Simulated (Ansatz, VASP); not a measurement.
**TiB2 in VASP and in Ansatz**

Contents of INCAR:

```
SYSTEM = TiB2
PREC     = Accurate       ! precision mode
ENCUT    = 520            ! plane-wave cutoff, eV
EDIFF    = 1E-6           ! SCF threshold, eV
ISMEAR   = -1             ! smearing method
SIGMA    = 0.08           ! smearing width, eV
LREAL    = .FALSE.        ! projectors in reciprocal space
LASPH    = .TRUE.         ! aspherical terms in the spheres
NELM     = 60             ! most SCF steps
ALGO     = Normal         ! electronic algorithm
ISIF     = 2              ! what is computed and relaxed
LWAVE    = .FALSE.        ! write WAVECAR
LCHARG   = .FALSE.        ! write CHGCAR
GGA      = PE             ! functional
NBANDS   = 16             ! bands
```

Contents of KPOINTS:

```
Automatic mesh
0
G
  15 15 13
  0 0 0
```

The input POSCAR:

```
TiB2
1.0
    3.0291982016      0.0000000000      0.0000000000
   -1.5145991008      2.6233625957      0.0000000000
    0.0000000000      0.0000000000      3.2284000000
Ti B
1 2
Direct
    0.0000000000      0.0000000000      0.0000000000
    0.3333333333      0.6666666667      0.5000000000
    0.6666666667      0.3333333333      0.5000000000
```

Input for Ansatz:

```yaml
crystal:
  lattice:
    - [3.0291982016, 0.0, 0.0]
    - [-1.5145991008, 2.6233625957, 0.0]
    - [0.0, 0.0, 3.2284]
  atoms:
    - { symbol: Ti, position: [0.0, 0.0, 0.0] }
    - { symbol: B, position: [0.3333333333, 0.6666666667, 0.5] }
    - { symbol: B, position: [0.6666666667, 0.3333333333, 0.5] }
kpoints:
  mp_grid: { grid: [15, 15, 13] }
  band_path:
    path:
      - [0.0, 0.0, 0.0]
      - [0.5, 0.0, 0.0]
      - [0.3333333333, 0.3333333333, 0.0]
      - [0.0, 0.0, 0.0]
      - [0.0, 0.0, 0.5]
      - [0.5, 0.0, 0.5]
      - [0.3333333333, 0.3333333333, 0.5]
      - [0.0, 0.0, 0.5]
      - [0.5, 0.0, 0.5]
    npoints: 8
scf:
  occupations: { method: fermi_dirac, width: 0.08 }
hamiltonian:
  xc: pbe
  pseudopotentials: { kind: all_electron, lapw: { basis_error: 0.001 } }
output:
  forces: true
  stress: true
  eigenvalues: true
  fatbands: true
  populations: true
  dos: { projected: true, de: 0.2, e_range: [-14, 8] }
```

Alike in both runs: task single point; functional PBE; k mesh 15 × 15 × 13; occupations fermi-dirac, width 0.08 eV; no spin polarisation.

|  | VASP | Ansatz |
| --- | --- | --- |
| version | VASP 6.6.1 | Ansatz 0.2.0 |
| potentials or method | VASP PAW PBE potentials, release 64 (Ti_sv, B) | all-electron LAPW, scalar-relativistic |
| plane-wave cutoff (eV) | 520 | see its input |

Ansatz gave:

* pressure (GPa): 0.3
* largest component of the traceless stress (GPa): 0.66

Problem. What did VASP give for the same quantities?

Solution. Pressure (GPa): 0.5; largest component of the traceless stress (GPa): 0.67.

Ansatz ran all-electron here, so the differences hold the error of VASP's frozen core and of both bases.
